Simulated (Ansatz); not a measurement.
The system is Pb.

```xyz
1
Lattice="0.0000 2.4750 2.4750 2.4750 0.0000 2.4750 2.4750 2.4750 0.0000" Properties=species:S:1:pos:R:3 pbc="T T T"
Pb    0.0000    0.0000    0.0000
```

Base run:

* Program: Ansatz 0.2.0
* Functional: PBEsol
* Potentials or basis: all-electron LAPW, non-relativistic
* Cutoff: 153 eV (chosen from the basis error)
* Basis error allowed: 0.001 eV/atom
* k mesh: 9 × 9 × 9
* Occupations: fermi-dirac, width 0.05 eV
* Spin: no spin polarisation

Its results: pressure 1.7 GPa.

Question: The run is repeated on the same cell with these changes: potentials or basis from all-electron LAPW, non-relativistic to all-electron LAPW, inner shells corrected to Dirac's equation. What comes out?

Answer: Pressure -0.6 GPa.

Caveats: relativity is left out, which matters for the heavier elements (some runs).
